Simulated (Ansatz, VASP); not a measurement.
# One calculation of Al, two programs

```
Al
1.0
     0.00000    1.99048    1.99048
     1.99048    0.00000    1.99048
     1.99048    1.99048    0.00000
Al
1
Direct
  0.00000 0.00000 0.00000
```

Alike in both runs: task single point; functional PBE; k mesh 10 × 10 × 10; occupations gaussian, width 0.1 eV; no spin polarisation.

|  | VASP | Ansatz |
| --- | --- | --- |
| version | VASP 6.6.1 | Ansatz 0.2.0 |
| potentials or method | VASP PAW PBE potentials, release 64 (Al) | plane waves, PAW |
| plane-wave cutoff (eV) | 520 | 500 |
| valence electrons in the cell | 3 | 3 |

|  | VASP | Ansatz | Ansatz less VASP |
| --- | --- | --- | --- |
| pressure (GPa) | 3.4 | 3.4 | +0.03 |

The functional is the same, so the differences come from potentials, cutoffs and numerics.
